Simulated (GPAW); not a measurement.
A run of GPAW 26.7.0:

The input run.py:

```python
from ase import Atoms
from ase.filters import FrechetCellFilter
from ase.io import write
from ase.optimize import BFGS
from ase.units import GPa
from gpaw import GPAW, PW, setup_paths

setup_paths.insert(0, '.')

atoms = Atoms(['Ta', 'Ta'],
              cell=[[2.9003720726, 0.0, 0.0],
                    [-1.4501860363, 2.5117958953, 0.0],
                    [0.0, 0.0, 5.166274]],
              scaled_positions=[[0.3333333333, 0.6666666667, 0.25],
                                [0.6666666667, 0.3333333333, 0.75]],
              pbc=True)

calc = GPAW(mode=PW(600),
            xc='PBEsol',
            kpts={'size': (8, 8, 4), 'gamma': True},
            occupations={'name': 'fermi-dirac', 'width': 0.05},
            nbands=26,
            convergence={'density': 1e-05, 'forces': 0.0001},
            maxiter=150,
            txt='gpaw.txt')
atoms.calc = calc
opt = BFGS(FrechetCellFilter(atoms, scalar_pressure=10 * GPa), trajectory='relax.traj', logfile='-')
done = opt.run(fmax=0.02, steps=60)
calc.write('gs.gpw')
write('result.traj', atoms)
print('Converged:', done)
print('Cell:', atoms.cell.cellpar().round(4))
print('Volume:', round(atoms.get_volume(), 4))
print(atoms.get_scaled_positions().round(5))
```

Potentials or basis: PAW data sets generated in the run's folder for this functional, pw.

Run with:

```sh
$ gpaw-setup -f PBEsol Ta
$ OMP_NUM_THREADS=1 python run.py
```

Hardware: 1 thread of Arm Neoverse V1 (shared host).

Estimate the wall time of this run.

Wall time 2.2 min on 1 thread of Arm Neoverse V1, on a shared host, peak memory 0.27 GiB. Counts: scf iterations 64, plane waves 1275, bands 26, k points 35, ion steps 7.
